An elastic constant is the stress that a crystal sets up per unit of a small strain. In a cubic crystal three of them suffice. $C_{11}$ gives the stress along a cube axis that is stretched while its sides are held, $C_{12}$ the stress that this stretch causes along a side, and $C_{44}$ the resistance to tilting the cube faces against each other. The bulk modulus $B$, the resistance to a change of volume, follows from the first two. All were computed for diamond from the linear response of its electrons and atoms to strain, in the cell that the same functional prefers.

Diamond computed with ABINIT 10.8.3, the PBE functional, PseudoDojo v0.4.1 standard scalar-relativistic norm-conserving potentials, a plane-wave cutoff of 1116 eV and a 6 × 6 × 6 k-point mesh with four shifts. The cell was relaxed at zero pressure with the same settings, and the computed constants include the shifts of the atoms inside the strained cell.

| row | computed constant (GPa) | what it is | measured constant (GPa) | label in the paper, method, sample | source |
| --- | --- | --- | --- | --- | --- |
| 1 | 126 | C12 | n/a | n/a | n/a |
| 2 | 437.3 | bulk modulus (Hill) | n/a | n/a | n/a |
| 3 | n/a | n/a | 441.8 | adiabatic bulk modulus; ultrasonic measurement; bulk crystal | pmc:4962311 (2016) |
| 4 | n/a | n/a | 442 | B0 from ultrasound; ultrasonic measurement; bulk crystal | arXiv:cond-mat/0702656 (2007) |
| 5 | n/a | n/a | 443 | bulk modulus of diamond, quoted experimental value; not stated; bulk crystal | arXiv:1701.05631 (2017) |
| 6 | n/a | n/a | 444.8 | B0 from Brillouin scattering; Brillouin scattering; bulk crystal | arXiv:cond-mat/0702656 (2007) |
| 7 | 562 | C44 | n/a | n/a | n/a |
| 8 | 1060 | C11 | n/a | n/a | n/a |

The computed rows are different properties of one crystal, and their order holds a surprise. Diamond resists tilting, with 562 GPa, more strongly than it resists compression, with 437 GPa. $C_{12}$, at 126 GPa, is far smaller than either. A weak force between the bonds might seem to be the reason, but the opposite is true.

Stretching one axis with the sides held changes both volume and shape. The resistance to a pure change of shape, in which one axis grows and the others shrink at constant volume, is $C'=(C_{11}-C_{12})/2$, here 467 GPa. For every cubic crystal it then holds that

$$C_{11}=B+\tfrac{4}{3}C',\qquad C_{12}=B-\tfrac{2}{3}C'.$$

So $C_{12}$ is what remains of the bulk modulus after a large shape term, 311 GPa, has been taken off. It is small because diamond holds its shape so well. In practice, a bar pulled along a cube axis shrinks sideways by only about a tenth of its relative stretch.

The stiffness against a change of shape can't come from springs along the bonds alone. Each atom has four bonds along the diagonals of the cube. When one axis grows and the others shrink at constant volume, these bonds turn, but to first order none changes its length, so such springs would give $C'=0$. The natural source of the resistance is the angle between bonds: carbon's four $sp^3$ bonds point to the corners of a tetrahedron, and bending them apart costs energy.

The computed constants support forces that depend on angle. If the atoms are held at their places in the strained cell, forces between pairs of atoms that depend only on their distance, however far they reach, require $C_{44}=C_{12}$ at zero pressure. The same calculation gives 565 GPa for $C_{44}$ under this condition, more than four times $C_{12}$. That the angles of the $sp^3$ bonds are the source is the chemical reading of this result.

Keating's model turns the picture into an estimate. It gives each bond a stretching constant $\alpha$ and each angle a bending constant $\beta$. With a common factor $k$ set by the size of the cell,

$$C_{11}=k(\alpha+3\beta),\quad C_{12}=k(\alpha-\beta),\quad C_{44}=\frac{4k\alpha\beta}{\alpha+\beta}.$$

The first two give $4k\beta=C_{11}-C_{12}$ and $4k\alpha=C_{11}+3C_{12}$. Put into the third, they predict

$$C_{44}=\frac{(C_{11}-C_{12})(C_{11}+3C_{12})}{2(C_{11}+C_{12})}=\frac{934\times1438}{2\times1186}\ \text{GPa}\approx566\ \text{GPa}.$$

This is within 1% of the computed $C_{44}$, which was not used in the estimate. The agreement hides a fault, however. With the atoms held in place the model gives 593 GPa, which is too high, and it then lets $C_{44}$ drop by 27 GPa when they may shift. The full calculation finds a drop of only 3 GPa. The two errors nearly cancel, so the model is a guide to the order of the constants and no account of how the atoms move inside the strained cell.

As such a guide it shows when shape wins over volume. In the model $C'=2k\beta$ and $B=k(\alpha+\beta/3)$, so $C'$ exceeds $B$ once $\beta$ is larger than three fifths of $\alpha$. Diamond, with a ratio of about 0.65, lies just beyond this point. $C_{44}$ overtakes $B$ earlier, once $\beta$ is about two fifths of $\alpha$, and so stands well above it in diamond. Silicon has the same structure, but its angles are much easier to bend relative to its bonds. Its shear constants accordingly lie below its bulk modulus, and its $C_{12}$ is a larger fraction of $C_{11}$.

Only the bulk modulus can be held against experiment here, since the table has no measured partner for the other constants. The computed value lies 1.0 to 1.7% below the four measured ones. A shortfall is what the PBE functional should give: it makes diamond's bonds slightly too long, and longer bonds are softer. How much of the gap is due to this remains open, because the mesh and the cutoff were not varied.

The close agreement also flatters the functional. The calculation treats the atoms as at rest, whereas in the real crystal zero-point motion is expected to lower the bulk modulus. A comparison on equal terms would therefore show a larger shortfall than the table does.
